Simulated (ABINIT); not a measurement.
CoO:

```
Co O
1.0
     1.60222    0.92504    2.56647
    -1.60222    0.92504    2.56647
     0.00000   -1.85008    2.56647
Co O
1 1
Direct
  0.99898 0.99898 0.99898
  0.75102 0.75102 0.75102
```

Measurements of this composition are mostly on another form, of space group No. 225.

Base run:

```yaml
Program: ABINIT 10.8.3 (patched build)
Functional: LDA
Potentials_or_basis: JTH PAW PBE v2.0
Cutoff: 707 eV
k_mesh: 6 × 6 × 6
Occupations: fermi-dirac, width 0.05 eV
Spin: collinear spin, ferromagnetic start
Starting_moments: "[2.0, 0.0] μB"
Hubbard_terms: Co d U = 4 eV
```

Its results: band gap on the k mesh 0.34 eV, direct; pressure 0.5 GPa; net moment 3.00 μB per cell; site moments Co +2.63; O +0.21 μB; largest force 0.389 eV/Å.

Q: The run is repeated on the same cell with these changes: hubbard terms from Co d U = 4 eV to Co d U = 2 eV. What comes out?

A: Band gap on the k mesh none (metal or under the smearing width); pressure -7.9 GPa; net moment 2.86 μB per cell; site moments Co +2.48; O +0.25 μB; largest force 0.305 eV/Å.

Caveats: some runs use coarse meshes; the PAW data sets were made with another functional, which shifts forces and pressure a little; a cell with one magnetic atom can't hold antiferromagnetic order, which such compounds often take.

A k mesh can miss the band edges.
